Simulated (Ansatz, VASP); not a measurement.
# ZrB: VASP beside Ansatz

```
Zr B
1.0
     0.00000    2.48113    2.19753
     2.48113    0.00000    2.19753
     2.48113    2.48113    0.00000
Zr B
1 1
Direct
  0.00000 0.00000 0.00000
  0.50000 0.50000 0.50000
```

Alike in both runs: task single point; functional LDA; k mesh 18 × 18 × 18; occupations gaussian, width 0.15 eV; no spin polarisation.

|  | VASP | Ansatz |
| --- | --- | --- |
| version | VASP 6.6.1 | Ansatz 0.2.0 |
| potentials or method | VASP PAW LDA potentials, release 64 (Zr_sv, B) | scalar-relativistic, plane waves, PAW |
| plane-wave cutoff (eV) | 520 | 520 |
| valence electrons in the cell | 15 | 15 |

```tsv
	VASP	Ansatz	Ansatz less VASP
gap on the k mesh at the Fermi level (eV)	none	none	-
pressure (GPa)	11.0	10.6	-0.35
largest component of the traceless stress (GPa)	28.77	28.75	-0.022
```

A gap of «none» marks a metal or a gap that the smearing closes.
